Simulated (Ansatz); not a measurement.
Runs of Ansatz 0.2.0 on EuS. The structure is cubic, space group Fm-3m (No. 225). The conventional cell has a = 5.957 Å, b = 5.957 Å, c = 5.957 Å, α = 90.00°, β = 90.00°, γ = 90.00°. Around Eu (site symmetry m-3m) lie 6 S at 2.98 Å. S (site symmetry m-3m) has 6 Eu at 2.98 Å as nearest neighbours. 

```csv
task,level,cell,points for each segment of the path,gap on the mesh (eV),pressure (GPa),moment (μB),relaxed volume (Å³/atom)
band structure,BLYP,as given,14,none,0.7,6.98,-
relaxation of cell and atoms,revPBE,relaxed,-,-,0.0,6.99,25.95
relaxation of cell and atoms,BLYP,relaxed,-,-,0.0,6.98,(b)
band structure,revPBE,as given,14,none,(a),6.99,-
relaxation of cell and atoms,RPBE,relaxed,-,none,0.0,6.99,26.27
```

Alike in all rows: potentials or basis Ansatz PAW; spin collinear, ferromagnetic start; k mesh 8 × 8 × 8; cutoff (eV) 420; smearing fermi-dirac 0.05 eV.

Fill in the values left out.

(a) -0.8; (b) 26.82.

Caveats: spin-orbit coupling is left out, which moves the levels of the heavy elements; a cell with one magnetic atom can't hold antiferromagnetic order, which such compounds often take; without U or exact exchange the open f shell lies at the Fermi level, which spoils levels, moments and volumes; the PAW data sets come from PBE, with cores solved anew for the run's functional, which leaves a small shift of forces and pressure; the plane-wave basis is chosen anew once the cell has moved, so the energies of steps on either side of that aren't comparable (some runs).

A k mesh can miss the band edges, and the runs leave out spin-orbit coupling on Eu.

A gap of «none» marks a metal or a gap under the smearing width.
